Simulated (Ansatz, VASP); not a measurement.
**Two plane-wave programs on NbH2**

The input POSCAR:

```
NbH2
1.0
    0.0000000000      2.2656417100      2.2656417100
    2.2656417100      0.0000000000      2.2656417100
    2.2656417100      2.2656417100      0.0000000000
Nb H
1 2
Direct
    0.0000000000      0.0000000000      0.0000000000
    0.2500000000      0.2500000000      0.2500000000
    0.7500000000      0.7500000000      0.7500000000
```

Contents of INCAR.step1:

```
ALGO     = Normal         # electronic algorithm
EDIFF    = 1E-4           # SCF threshold, eV
ENCUT    = 520            # plane-wave cutoff, eV
GGA      = PE             # functional
ISMEAR   = -1             # smearing method
LASPH    = True           # aspherical terms in the spheres
LCHARG   = False          # write CHGCAR
LREAL    = False          # projectors in reciprocal space
LWAVE    = True           # write WAVECAR
NBANDS   = 14             # bands
NELM     = 100            # most SCF steps
PREC     = Accurate       # precision mode
SIGMA    = 0.1            # smearing width, eV
```

The input INCAR.step2:

```
ALGO     = Normal         # electronic algorithm
EDIFF    = 1E-6           # SCF threshold, eV
ENCUT    = 520            # plane-wave cutoff, eV
ISIF     = 2              # what is computed and relaxed
ISMEAR   = -1             # smearing method
ISTART   = 1            
LASPH    = True           # aspherical terms in the spheres
LCHARG   = False          # write CHGCAR
LMIXTAU  = True         
LREAL    = False          # projectors in reciprocal space
LWAVE    = False          # write WAVECAR
METAGGA  = R2SCAN         # meta-GGA
NBANDS   = 14             # bands
NELM     = 100            # most SCF steps
PREC     = Accurate       # precision mode
SIGMA    = 0.1            # smearing width, eV
```

Contents of KPOINTS:

```
k-points
0
Gamma
  13 13 13
```

Input for Ansatz:

```yaml
crystal:
  lattice:
    - [0.0, 2.26564171, 2.26564171]
    - [2.26564171, 0.0, 2.26564171]
    - [2.26564171, 2.26564171, 0.0]
  atoms:
    - { symbol: Nb, position: [0.0, 0.0, 0.0] }
    - { symbol: H, position: [0.25, 0.25, 0.25] }
    - { symbol: H, position: [0.75, 0.75, 0.75] }
  symmetry: { tolerance: 0.0003 }
kpoints:
  mp_grid: { grid: [13, 13, 13], shift: [0, 0, 0] }
  band_path:
    path:
      - [0.0, 0.0, 0.0]
      - [0.5, 0.0, 0.5]
      - [0.625, 0.25, 0.625]
      - [0.375, 0.375, 0.75]
      - [0.0, 0.0, 0.0]
      - [0.5, 0.5, 0.5]
      - [0.5, 0.25, 0.75]
      - [0.5, 0.0, 0.5]
    npoints: 8
magnetization:
  spin_polarized: false
scf:
  occupations: { method: fermi_dirac }
  lower_state_search: "off"
  max_iter: 200
hamiltonian:
  pseudopotentials: { kind: paw }
  xc: r2scan
basis:
  ecutwfc: 500
  fft_grid_basis: typed
output:
  forces: true
  stress: true
  eigenvalues: true
  bader: true
  populations: true
  elf: true
  write_potential: true
  volumetric_format: npy
  dos:
    e_range: [-12, 8]
    de: 0.05
    projected: { site_lists: { H: [H], Nb: [Nb] } }
checkpoint:
  read: saved_state
```

Alike in both runs: task single point; functional r2SCAN; k mesh 13 × 13 × 13; no spin polarisation.

|  | VASP | Ansatz |
| --- | --- | --- |
| version | VASP 6.6.1 | Ansatz 0.2.0 |
| potentials or method | VASP PAW PBE potentials, release 64 (Nb_sv, H) | PAW plane waves |
| plane-wave cutoff (eV) | 520 | 500 |
| occupations | fermi-dirac, width 0.1 eV | fermi-dirac |
| valence electrons in the cell | 15 | 15 |

```tsv
	VASP	Ansatz	Ansatz less VASP
pressure (GPa)	1.8	2.1	+0.31
```

Caveats: the PAW data sets were made with another functional, which shifts forces and pressure a little (VASP).
